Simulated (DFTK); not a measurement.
TiO under changes of volume

One of the cells (12.880 Å³/atom); the others are scaled copies at fixed shape and fractional positions:

```xyz
2
Lattice="3.0310 0.0000 0.0000 -1.5155 2.6249 0.0000 0.0000 0.0000 3.2377" Properties=species:S:1:pos:R:3 pbc="T T T"
Ti    1.5155    0.8750    0.0000
O     0.0000    0.0000    1.6188
```

```yaml
Program: DFTK 0.8.2
Functional: PBEsol
Potentials_or_basis: dojo.nc.sr.pbesol.v0_4_1.standard.upf (PBEsol)
Cutoff: 1143 eV
k_mesh: 10 × 10 × 8
Occupations: fermi-dirac, width 0.05 eV
Spin: no spin polarisation
```

| volume (Å³/atom) | energy over the lowest point (meV/atom) | pressure (GPa) |
| --- | --- | --- |
| 12.107 | 0.00 | -37.5 |
| 12.365 | ? | ? |
| 12.622 | 124.41 | -39.8 |
| 12.880 | 188.99 | -40.6 |
| 13.137 | 254.77 | -41.3 |
| 13.395 | 321.51 | -41.8 |
| 13.653 | 388.99 | -42.2 |

Question: What does the run at 12.365 Å³/atom give?

Answer: Energy over the lowest point 61.31 meV/atom; pressure -38.8 GPa.

Worked out: A Birch-Murnaghan fit of order 3 (a polynomial in V^(-2/3)) to the other rows has no minimum within the range. It gives 61.39 meV/atom at 12.365 Å³/atom, against the run's 61.31, and -dE/dV = -38.7 GPa, against -38.8.

Energies are extrapolated to zero smearing.
